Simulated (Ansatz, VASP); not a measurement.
**Two plane-wave programs on BAs**

File INCAR:

```
PREC = Accurate ; ENCUT = 520
EDIFF = 1E-6 ; ISMEAR = 0
SIGMA = 0.02 ; LREAL = F
LASPH = T ; NELM = 80
ALGO = Normal ; ISIF = 2
LWAVE = F ; LCHARG = F
GGA = PS ; NBANDS = 11
```

KPOINTS

```
Automatic mesh
0
Gamma
  10 10 10
```

Contents of POSCAR:

```
BAs
1.0
    0.0000000000      2.3957610400      2.3957610400
    2.3957610400      0.0000000000      2.3957610400
    2.3957610400      2.3957610400      0.0000000000
B As
1 1
Direct
    0.0000000000      0.0000000000      0.0000000000
    0.7500000000      0.7500000000      0.7500000000
```

Input for Ansatz:

```yaml
crystal:
  lattice:
    - [0.0, 2.39576104, 2.39576104]
    - [2.39576104, 0.0, 2.39576104]
    - [2.39576104, 2.39576104, 0.0]
  atoms:
    - { symbol: B, position: [0.0, 0.0, 0.0] }
    - { symbol: As, position: [0.75, 0.75, 0.75] }
basis:
  ecutwfc: 420
kpoints:
  mp_grid: { grid: [10, 10, 10] }
hamiltonian:
  xc: pbesol
scf:
  occupations: { method: gaussian, width: 0.02 }
output:
  forces: true
  stress: true
  eigenvalues: true
```

Alike in both runs: task single point; functional PBEsol; k mesh 10 × 10 × 10; occupations gaussian, width 0.02 eV; no spin polarisation.

|  | VASP | Ansatz |
| --- | --- | --- |
| version | VASP 6.6.1 | Ansatz 0.2.0 |
| potentials or method | VASP PAW PBE potentials, release 64 (B, As) | scalar-relativistic, plane waves, PAW |
| plane-wave cutoff (eV) | 520 | 420 |
| valence electrons in the cell | 8 | 18 |

```csv
,VASP,Ansatz,Ansatz less VASP
gap on the k mesh at the Fermi level (eV),1.08,1.09,+0.009
least direct gap on the mesh (eV),3.23,3.23,+0.004
pressure (GPa),-1.2,-2.0,-0.82
```

The two sets of potentials don't hold the same shells in valence.

Caveats: the PAW data sets were made with another functional, which shifts forces and pressure a little (VASP). A k mesh can miss the band edges.
